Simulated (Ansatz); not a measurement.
# AlN (P6_3mc): the host for defect calculations

Before any defect goes in: AlN (P6_3mc) at rest, and how it screens a charge.

Main program and level: Ansatz 0.2.0; plane-wave PAW DFT, PBEsol; relaxation of the host's cell and atoms; PAW set soft_1, in the first sound run; inputs show where later runs differ.

**1. Set-up**

It takes space group P6_3mc (No. 186, hexagonal). The conventional cell has a = 3.129 Å, b = 3.129 Å, c = 5.017 Å, α = 90.00°, β = 90.00°, γ = 120.00°. Nearest to Al lie 4 N at 1.90 to 1.91 Å. N has 4 Al at 1.90 to 1.91 Å nearest. Farther neighbours and most contacts between anions are not listed.

**2. Host cell relaxation**

Cell and atoms are relaxed together, until forces and stress fall under their thresholds.

cell/input.yaml reads:

```yaml
crystal:
  lattice:
    - [3.1285881, 0.0, 0.0]
    - [-1.5642941, 2.7094368, 0.0]
    - [0.0, 0.0, 5.016955]
  atoms:
    - { symbol: Al, position: [0.66666667, 0.33333333, 0.499287] }
    - { symbol: Al, position: [0.33333333, 0.66666667, 0.999287] }
    - { symbol: "N", position: [0.66666667, 0.33333333, 0.880713] }
    - { symbol: "N", position: [0.33333333, 0.66666667, 0.380713] }
basis:
  ecutwfc: 420
  xc_grid: 2
hamiltonian:
  xc: pbesol
  pseudopotentials: { kind: paw, azcp: { folder: soft_1 }, xc_functional: pbe }
kpoints:
  mp_grid: { grid: [10, 10, 6] }
scf:
  occupations: { method: fixed }
  max_iter: 100
relax:
  f_tol: 0.005
  max_steps: 60
  cell: {}
output:
  forces: true
  stress: true
checkpoint:
  write: "../cell.run"
  compress: false
  write_wavefunctions: false
  write_every: 100000
```

Launch:

```sh
ansatz run input.yaml --threads 32 --pin off --max-ram 84787MiB --backend cuda --events-out ev --progress --plain --runs-dir out --max-vram 78GiB
```

Numbers of over 12 decimals in the logs are rounded to 6 here.

Output:

```text
[... repeated set-up lines and file paths are left out, and long positions are rounded to six places ...]
Engine: ansatz 0.2.0, aarch64-unknown-linux-gnu
Pseudopotentials: kind: paw
Pseudopotential: Al, paw, valence charge 3, recommended cutoff 420 eV (normal), soft_1/Al.paw.azcp
Pseudopotential: N, paw, valence charge 5, recommended cutoff 420 eV (normal), soft_1/N.paw.azcp
Functional definition: PBEsol
  exchange = pbesol_x
  correlation = pbesol_c
[...]
Crystal: 4 atoms, lattice volume = 42.527 Å³
Basis set: ecut = 420 eV, 833 PW (Γ), exchange–correlation on 48×48×72 points (8 copies of the dense FFT grid, shifted against one another)
Bands: 12, of which v1, the nominal top of the filled ones, is band 8 counted from 1 (7 counted from 0)
Symmetry: 12 space group operations
Space group: P63mc (ITA 186), of the structure as read, at distance tolerance 3.5e-5 Å
k-points: 56 of 600 (time reversal used)
Non-local potential: Al, projectors of the file, l = 0: 2, l = 1: 2, l = 2: 1
Non-local potential: N, projectors of the file, l = 0: 2, l = 1: 2, l = 2: 1
PAW form: soft (Blöchl's): semilocal exchange-correlation on the pseudo side does not see the compensation charge
PAW frozen core: Al, regenerated for the run's functional, and the local potential with it (the file was generated under x = pbe(κ = 0.804, μ = 0.219515), c = pbe(β = 0.066725))
PAW frozen core: N, regenerated for the run's functional, and the local potential with it (the file was generated under x = pbe(κ = 0.804, μ = 0.219515), c = pbe(β = 0.066725))
PAW one-centre angular grid: Al, 110 points (default); XC on 64 Gauss nodes
PAW one-centre angular grid: N, 110 points (default); XC on 64 Gauss nodes
Initial density: superposition of atomic densities (chi_scale 0.1, normalization cell, long waves kept (reshape's long-wave potential 0.00 eV rms))
Initial wavefunctions: pseudopotential atomic-orbital guess
[...]
Functional: x = pbesol(κ = 0.804, μ = 0.123457), c = pbesol(β = 0.046)
SCF iter   1: F=—  HF=-1814.557047 eV  |Δ(HF+E_count)|=         —  Δρ=1.27e-1  dr2=8.60e0  Hψ=3644
preconditioner: auto → none  [insulator: Δε(μ)=5.225 eV  Ē_g=13.993 eV  n_scr=2 (ndim 8)  ℏωp=22.8 eV  f_vac=0.000  ε∞_Penn≈3.6]
SCF iter   2: F=—  HF=-1812.338241 eV  |Δ(HF+E_count)|=    2.22e0  Δρ=7.34e-2  dr2=1.37e0  Hψ=1952
[...]
SCF iter   7: F=-1811.918512 eV  HF=-1811.918512 eV  |Δ(HF+E_count)|=   8.08e-9  Δρ=3.08e-6  dr2=1.58e-9  Hψ=2447
SCF 1 converged in 7 iterations: F = -1811.918512 eV  dr2 = 1.58e-9
  greatest PAW one-centre occupation: 0.786 electrons in one spin orbital (limit 2), on the N atom at site 3 (counted from 0), in its partial waves of l = 0
relax step   1: F+E_penalty+E_count = -1811.91851187 eV  Δ(F+E_penalty+E_count) = +0.000e0 eV  max|allowed force component| = 6.017e-3 eV/Å  Δτ_max = 0.0000 Å  P = -3.168 GPa  Ω = 42.527 Å³  (7 SCF iters, dr2 threshold 1.00e-7 eV, accepted)
[... the SCF cycles and remarks between the steps are left out from here to the last step ...]
relax step   2: F+E_penalty+E_count = -1811.92433892 eV  Δ(F+E_penalty+E_count) = -5.827e-3 eV  max|allowed force component| = 6.283e-3 eV/Å  Δτ_max = 0.0007 Å  P = -1.560 GPa  Ω = 42.176 Å³  energy of the carried Pulay correction = +6.009e-4 eV  (4 SCF iters, dr2 threshold 4.00e-7 eV, accepted)
relax step   3: F+E_penalty+E_count = -1811.92652539 eV  Δ(F+E_penalty+E_count) = -2.186e-3 eV  max|allowed force component| = 2.368e-3 eV/Å  Δτ_max = 0.0006 Å  P = +0.035 GPa  Ω = 41.842 Å³  energy of the carried Pulay correction = +1.177e-3 eV  (4 SCF iters, dr2 threshold 4.00e-7 eV, accepted)
[...]
iter 1 solved again at ethr=8.04e-9 eV; its pass at ethr=3.10e-3 eV (dr2=1.29e-6 eV) is discarded
SCF iter   1: F=—  HF=-1811.925457 eV  |Δ(HF+E_count)|=         —  Δρ=6.95e-5  dr2=3.41e-7  Hψ=5748
[...]
SCF iter   2: F=—  HF=-1811.925428 eV  |Δ(HF+E_count)|=   2.89e-5  Δρ=3.24e-5  dr2=9.34e-8  Hψ=1120
SCF iter   3: F=—  HF=-1811.925428 eV  |Δ(HF+E_count)|=   1.08e-7  Δρ=1.39e-5  dr2=1.51e-8  Hψ=1029
SCF iter   4: F=—  HF=-1811.925428 eV  |Δ(HF+E_count)|=   2.12e-8  Δρ=9.67e-7  dr2=1.01e-10  Hψ=1084
SCF iter   5: F=-1811.925428 eV  HF=-1811.925428 eV  |Δ(HF+E_count)|=  1.50e-10  Δρ=2.44e-7  dr2=5.57e-12  Hψ=3999
SCF 4 converged in 5 iterations: F = -1811.925428 eV  dr2 = 5.57e-12
relax step   4: F+E_penalty+E_count = -1811.92542837 eV  Δ(F+E_penalty+E_count) = +1.097e-3 eV  max|allowed force component| = 2.387e-3 eV/Å  Δτ_max = 0.0000 Å  P = -0.020 GPa  Ω = 41.842 Å³  stress off target by 2.17e-2 GPa  SCF on the basis re-selected at this cell (its energy is not comparable with the rows above)  (5 SCF iters)
basis re-selected at this cell: Δ(F+E_penalty+E_count) = +1.097e-3 eV, ΔP = -0.055 GPa vs the last step (what re-selecting the basis moved, of the pressure what is left beyond the Pulay correction that the steps carried, after the strain that the cell walked [...]
SCF converged after 5 iterations
Free energy (F): -1811.925428 eV
Harris-Foulkes:  -1811.925428 eV  (|F-HF|=1.11e-11)
Internal energy: -1811.925428 eV  (E = F + TS)
E sigma→0 (E₀):  -1811.925428 eV
Fermi energy:    7.033609 eV
--- Per-component energies (eV) ---
  E_band       = 28.451425
  E_kinetic    = 311.969992
  E_local      = -418.982558  (includes V_loc(G=0)·N_el)
  E_nonlocal   = 89.682408
  E_hartree    = 153.510501
  E_xc         = -195.984128
  E_vxc        = -213.006687  (∫ρ·V_xc dr)
  E_paw        = -1160.730401  (= ΣΔE_a)
  E_vpaw       = -48.234416  (= ΣTr[D̂ρ^β])
  E_aug_tail   = 0.001678  (compensation charges beyond the density's cutoff)
  E_ewald      = -591.487397
  E_core_change = 0.094476  (= ΣΔE_core)
  E_smearing   = -0.000000  (= −TS)
  E_closure    = -0.000000  (closes the sum)
  Σ components = -1811.925428   (vs F -1811.925428, Δ=0.00e0)
--- Forces (eV/Å), atoms counted from 1 ---
  atom   1  Al     0.00000000     0.00000000    -0.00238719
  atom   2  Al    -0.00000000    -0.00000000    -0.00238719
  atom   3  N      0.00000000    -0.00000000     0.00238643
  atom   4  N     -0.00000000     0.00000000     0.00238643
  max |Σ_I F_I| component: 1.52e-6 eV/Å
--- Stress (GPa, compression-positive) ---
       -0.021658       0.000000       0.000000
        0.000000      -0.021658       0.000000
        0.000000       0.000000      -0.015229
  P = ⅓ Tr σ = -0.0195 GPa (-0.195 kbar)
--- Band table (eV; the first three rows and the last of 56) ---
  k-point 0: bands = [... 4 lower, 6.1582, 6.8112, 6.8112, 7.0336, 11.1302, 13.5763, 17.5234, 18.0476]
  k-point 1: bands = [... 4 lower, 6.1996, 6.4221, 6.7649, 6.7649, 11.6301, 13.6438, 17.3475, 18.0159]
  [... further k-points left out ...]
--- Relaxed structure (3 steps of the walk, 3 accepted, 1 SCFs on fresh bases) ---
  F+E_penalty+E_count = -1811.92542837 eV   max|allowed force component| = 2.387e-3 eV/Å   (the final SCF, on the basis selected at the relaxed cell)
  cell:  # Å, volume = 41.8416 Å³
    - [3.113607, 2.8729285943171094e-8, 0.0]
    - [-1.556804, 2.696463, 0.0]
    - [0, 0.0, 4.983677]
  atoms:
    - { symbol: Al, position: [0.666667, 0.333333, 0.499034] }
    - { symbol: Al, position: [0.333333, 0.666667, 0.999034] }
    - { symbol: N, position: [0.666667, 0.333333, 0.880966] }
    - { symbol: N, position: [0.333333, 0.666667, 0.380966] }
```

The job ended after 1.9 s (1 × NVIDIA GB200 with 32 threads of Arm Neoverse V2, shared host; peak memory 0.92 GiB).

Relaxation path:

| step | energy less that of the first step (eV) | largest force component (eV/Å) | pressure (GPa) | volume (Å³) |
| --- | --- | --- | --- | --- |
| 1 | 0.0000 | 0.0060 | -3.17 | 42.53 |
| 2 | -0.0058 | 0.0063 | -1.56 | 42.18 |
| 3 | -0.0080 | 0.0024 | 0.04 | 41.84 |
| 4* | -0.0069 | 0.0024 | -0.02 | 41.84 |

Relaxation steps marked * repeat the geometry before them on a plane-wave basis chosen anew for their cell, so energy and pressure can jump there.

The run keeps the 12 symmetry operations that it works with, so distortions that break them were not tested.

| conventional cell, symmetrised | before | after | change |
| --- | --- | --- | --- |
| a (Å) | 3.129 | 3.114 | -0.5 % |
| b (Å) | 3.129 | 3.114 | -0.5 % |
| c (Å) | 5.017 | 4.984 | -0.7 % |
| volume (Å³/atom) | 10.63 | 10.46 | -1.6 % |

The relaxed structure:

```xyz
4
Lattice="3.1136 0.0000 0.0000 -1.5568 2.6965 0.0000 0.0000 0.0000 4.9837" Properties=species:S:1:pos:R:3 pbc="T T T"
Al    1.5568    0.8988    2.4870
Al    0.0000    1.7977    4.9788
N     1.5568    0.8988    4.3905
N     0.0000    1.7977    1.8986
```

This step gave:

```
pressure : -0.01951 GPa
```

The relaxation ends with a largest force component of 0.0024 eV/Å and a pressure of -0.02 GPa.

**3. Dielectric tensors of the host**

The response to a uniform electric field gives the electronic dielectric tensor.

This step: plane-wave PAW DFPT, PBEsol; dielectric tensors, Born charges and zone-centre modes of the host; PAW set soft_1 (Ansatz 0.2.0).

eps/input.yaml reads:

```yaml
crystal:
  lattice:
    - [3.1136073585, 2.87e-08, 0.0]
    - [-1.5568037041, 2.6964630555, 0.0]
    - [0.0, 0.0, 4.9836767961]
  atoms:
    - { symbol: Al, position: [0.6666666667, 0.3333333333, 0.4990341637] }
    - { symbol: Al, position: [0.3333333333, 0.6666666667, 0.9990341637] }
    - { symbol: "N", position: [0.6666666667, 0.3333333333, 0.8809658363] }
    - { symbol: "N", position: [0.3333333333, 0.6666666667, 0.3809658363] }
basis:
  ecutwfc: 420
hamiltonian:
  xc: pbesol
  pseudopotentials: { kind: paw, azcp: { folder: soft_1 }, xc_functional: pbe }
kpoints:
  mp_grid: { grid: [9, 9, 5] }
scf:
  occupations: { method: fixed }
  max_iter: 100
phonons:
  method: dfpt
  dielectric: true
  rigid_motions: translations
```

Output:

```text
[...]
Crystal: 4 atoms, lattice volume = 41.842 Å³
Basis set: ecut = 420 eV, 809 PW (Γ), exchange–correlation on 48×48×72 points (8 copies of the dense FFT grid, shifted against one another)
Bands: 12, of which v1, the nominal top of the filled ones, is band 8 counted from 1 (7 counted from 0)
Symmetry: 12 space group operations
k-points: 115 of 405 (irreducible under 2 space group operations, time reversal used)
[...]
SCF iter   1: F=—  HF=-1814.635252 eV  |Δ(HF+E_count)|=         —  Δρ=1.30e-1  dr2=8.74e0  Hψ=7440
[...]
SCF iter   2: F=—  HF=-1812.336179 eV  |Δ(HF+E_count)|=    2.30e0  Δρ=7.33e-2  dr2=1.32e0  Hψ=3991
[...]
SCF iter   9: F=-1811.925442 eV  HF=-1811.925442 eV  |Δ(HF+E_count)|=  4.55e-11  Δρ=4.74e-8  dr2=4.89e-13  Hψ=5317
SCF 1 converged in 9 iterations: F = -1811.925442 eV  dr2 = 4.89e-13
[...]
the response reads at least the filled bands of the reference SCF and the lowest empty band at each k-point, and that SCF's band table does not vouch for those bands. The notice of the band table in this run's record says why
[...]
NSCF: frozen V_eff on 1 k-points
[...]
NSCF: frozen V_eff on 36 k-points, pencils in batches of 32, up to order 48
[...]
DFPT response loops at q = (0, 0, 0) (fractional): preconditioner auto → none (the input reference at scf.mixing.eps_inf says where Resta's filter doesn't serve); β = 0.50; Anderson in place of MSR1; [...]
[...]
DFPT response loops at Γ: preconditioner auto → none (the input reference at scf.mixing.eps_inf says where Resta's filter doesn't serve); β = 0.50; Broyden in place of MSR1
── the response to a field inside a basis, on 10×10×6 k-points: an SCF that follows is theirs, and a resumed run solves both again ──
[...]
Bands: 9, of which v1, the nominal top of the filled ones, is band 8 counted from 1 (7 counted from 0)
k-points: 90 of 600 (irreducible under 4 space group operations, time reversal used)
[...]
Eigensolver: Dense (90 Hₖ)
SCF iter   1: F=—  HF=-1811.925016 eV  |Δ(HF+E_count)|=         —  Δρ=2.27e-4  dr2=3.19e-6
[...]
SCF iter   4: F=-1811.925019 eV  HF=-1811.925019 eV  |Δ(HF+E_count)|=   4.26e-8  Δρ=3.50e-6  dr2=1.46e-9
SCF 1 converged in 4 iterations: F = -1811.925019 eV  dr2 = 1.46e-9
[...]
SCF converged after 9 iterations
Free energy (F): -1811.925442 eV
[...]
Internal energy: -1811.925442 eV  (E = F + TS)
E sigma→0 (E₀):  -1811.925442 eV
Fermi energy:    7.033630 eV
[...]
--- Band table (eV; the first three rows and the last of 115) ---
  k-point 0: bands = [... 4 lower, 6.1582, 6.8113, 6.8113, 7.0336, 11.1302, 13.5763, 17.5234, 18.0476]
  k-point 1: bands = [... 4 lower, 6.2173, 6.2173, 6.7454, 6.7454, 11.8098, 13.6665, 17.2838, 18.0120]
  [... further k-points left out ...]
--- Phonons (Γ-DFPT): 4 representative perturbations + reference (Σ response iterations 20) ---
  k mesh reduced under 2 symmetry operations, with k and −k counted as one. Each operation leaves every solved perturbation unchanged. A smaller set is not considered because the run solves the response to a homogeneous field
  ASR residual: 1.620e-4 → 0.000e0 eV/Å²; symmetrization residual: 4.257e-7 eV/Å²
  ASR residual per site (eV/Å²): 1.62e-4 1.62e-4 7.92e-5 7.92e-5
  Γ frequencies (cm⁻¹): 0.00 0.00 0.00 234.93 234.93 542.18 606.42 651.64 651.64 662.93 662.93 712.94
  ε∞ (high-frequency dielectric tensor):
        4.495803     0.000000     0.000000
        0.000000     4.495803     0.000000
        0.000000     0.000000     4.728151
  ε⁰ (static dielectric tensor: ions relaxed, cell fixed):
        8.198581     0.000000     0.000000
        0.000000     8.198581     0.000000
        0.000000     0.000000     9.741989
  ε⁰ − ε∞ (ionic part):
        3.702778     0.000000     0.000000
        0.000000     3.702778     0.000000
        0.000000     0.000000     5.013838
  softest optical mode at Γ: 234.93 cm⁻¹; the repairs (sum rule, projections) moved no ω² at Γ by more than (1.32 cm⁻¹)²
  Born effective charges Z* (e; rows j = field, columns β = displacement):
    site 0:
         2.52572    0.00000   -0.00000
         0.00000    2.52572   -0.00000
         0.00000   -0.00000    2.68851
    site 1:
         2.52572    0.00000   -0.00000
         0.00000    2.52572   -0.00000
         0.00000    0.00000    2.68851
    site 2:
        -2.52572   -0.00000    0.00000
        -0.00000   -2.52572    0.00000
        -0.00000    0.00000   -2.68851
    site 3:
        -2.52572   -0.00000   -0.00000
        -0.00000   -2.52572    0.00000
         0.00000   -0.00000   -2.68851
  Z* charge neutrality: 8.132e-4 e pre-enforcement
  solved inside a basis spanned on kpoints, on 10×10×6 k-points, its susceptibility summed on 16×16×10: ε∞ is read to err by 1.3e-2, Z* by 1.0e-2 e (field_mesh: kpoints solves on kpoints); Z* is corrected for what the basis lacks
  optical modes at Γ without the LO–TO term, one row a degenerate level:
      ω (cm⁻¹)  modes    IR ((D/Å)²/amu)
        234.93      2             0.0000
        542.18      1             0.0000
        606.42      1            36.1714
        651.64      2             0.0000
        662.93      2            63.8475
        712.94      1             0.0000
  optical modes at Γ + LO–TO along q̂ = [1.0000, 0.0000, 0.0000]:
      ω (cm⁻¹)  modes    IR ((D/Å)²/amu)
        234.93      2             0.0000
        542.18      1             0.0000
        606.42      1            36.1714
        651.64      2             0.0000
        662.93      1            31.9238
        712.94      1             0.0000
        895.23      1            31.9238
  optical modes at Γ + LO–TO along q̂ = [0.0000, 1.0000, 0.0000]:
      ω (cm⁻¹)  modes    IR ((D/Å)²/amu)
        234.93      2             0.0000
        542.18      1             0.0000
        606.42      1            36.1714
        651.64      2             0.0000
        662.93      1            31.9238
        712.94      1             0.0000
        895.23      1            31.9238
  optical modes at Γ + LO–TO along q̂ = [0.0000, 0.0000, 1.0000]:
      ω (cm⁻¹)  modes    IR ((D/Å)²/amu)
        234.93      2             0.0000
        542.18      1             0.0000
        651.64      2             0.0000
        662.93      2            63.8475
        712.94      1             0.0000
        870.47      1            36.1714
```

It took 6.5 s on 1 × NVIDIA GB200 with 32 threads; peak memory 1.2 GiB.

In the SCF lines HF is the Harris–Foulkes energy and dr2 the Hartree energy of the density residual, in eV; the loop may stop once dr2 is under the threshold and the program's other checks hold. Hψ counts applications of the Hamiltonian.

Electronic dielectric tensor:

```
4.50 0.00 0.00
0.00 4.50 0.00
0.00 0.00 4.73
```

Static dielectric tensor:

```
8.20 0.00 0.00
0.00 8.20 0.00
0.00 0.00 9.74
```

The principal values of the electronic dielectric tensor are 4.50, 4.50 and 4.73. The principal values of the static dielectric tensor are 8.20, 8.20 and 9.74.

[end of part 1 of 3]

[Logs are printed without paths, hosts, clocks, repeated set-up lines and the standing remarks that a program may print on its own settings, such as how far it seeks lower states.]

[Hosts, paths, dates, database ids (printed as entryN), source tags and the programs' standing remarks are cut or masked in the printed files.]

[Runs of the host that timed out are not shown.]

[For some hosts the program warned that the k-mesh of the response run may be too coarse for force constants and the static dielectric constant; such warnings are not always shown.]
